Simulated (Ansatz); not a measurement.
## CoSi: equation of state with PBE

Crystal: CoSi.

```
CELL_PARAMETERS angstrom
4.43800 0.00000 0.00000
0.00000 4.43800 0.00000
0.00000 0.00000 4.43800
ATOMIC_POSITIONS crystal
Co 0.86000 0.64000 0.36000
Co 0.64000 0.36000 0.86000
Co 0.36000 0.86000 0.64000
Co 0.14000 0.14000 0.14000
Si 0.15700 0.34300 0.65700
Si 0.34300 0.65700 0.15700
Si 0.65700 0.15700 0.34300
Si 0.84300 0.84300 0.84300
```

- Program: Ansatz 0.2.0
- Task: equation of state
- Functional: PBE
- Potentials or basis: Ansatz PAW large core
- Cutoff: 420 eV
- Density cutoff: 1680 eV
- k mesh: 6 × 6 × 6
- Occupations: fermi-dirac, width 0.05 eV
- Spin: collinear spin, ferromagnetic start
- Starting moments: [2.0, 2.0, 2.0, 2.0, 0.0, 0.0, 0.0, 0.0] μB

The equilibrium volume is 10.91 Å³/atom and the bulk modulus at fixed shape and positions is 224 GPa. The pressure derivative of the bulk modulus is 4.6.

Energy against volume, from the lowest point:
| volume (Å³/atom) | energy (meV/atom) |
| --- | --- |
| 10.271 | 29.48 |
| 10.489 | 12.34 |
| 10.708 | 2.77 |
| 10.926 | 0.00 |
| 11.145 | 3.30 |
| 11.363 | 12.04 |
| 11.582 | 25.61 |

All runs of the series together: 120 s on 2 threads of Arm Neoverse V2, on a shared host.

Caveat: the cell was scaled at fixed shape and fractional positions, which overstates the stiffness of a crystal with free parameters, most of all of layers and chains; this set keeps more shells in the core, which shifts pressures and gaps.
